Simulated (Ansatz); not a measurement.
PbS, DFT, LDA, PAW with Ansatz's default frozen-core files, scalar-relativistic (Ansatz 0.2.0), run on 1 thread of Arm Neoverse V2 on a shared host.

The cell comes from COD entry 9000001, which wasn't checked; take it as a given geometry. The listed cell was then made from it by scaling, straining or moving an atom.

Command: `ansatz run input.yaml --threads 1 --pin off --max-ram 3072MiB --backend cpu --events-out ev --progress --plain --runs-dir out`

```yaml
crystal:
  lattice:
    - [0.0, 2.965, 2.87605]
    - [2.965, 0.0, 2.87605]
    - [2.965, 2.965, 0.0]
  atoms:
    - { symbol: Pb, position: [0.0, 0.0, 0.0] }
    - { symbol: S, position: [0.5, 0.5, 0.5] }
kpoints:
  mp_grid: { grid: [8, 8, 8] }
scf:
  occupations: { method: fermi_dirac, width: 0.01 }
hamiltonian:
  xc: lda
  pseudopotentials: { kind: paw }
output:
  forces: true
  stress: true
  eigenvalues: true
  efg: { contact_densities: true }
  write_density: true
  write_potential: true
  elf: true
  volumetric_format: npy
```

How large is the problem that the program sets up?

59 irreducible k-points, 957 plane waves at Γ, 14 bands.

About how long does it take, and how much memory does it use?

4 s of wall time for 6 SCF iterations, with a peak of 0.4 GiB. Times on shared machines scatter by tens of per cent.

And the same cell and mesh by all-electron PAW (datasets made for this crystal), asked for forces, stress, eigenvalues, efg, on the same hardware?

4.7 s, peak memory 0.43 GiB.
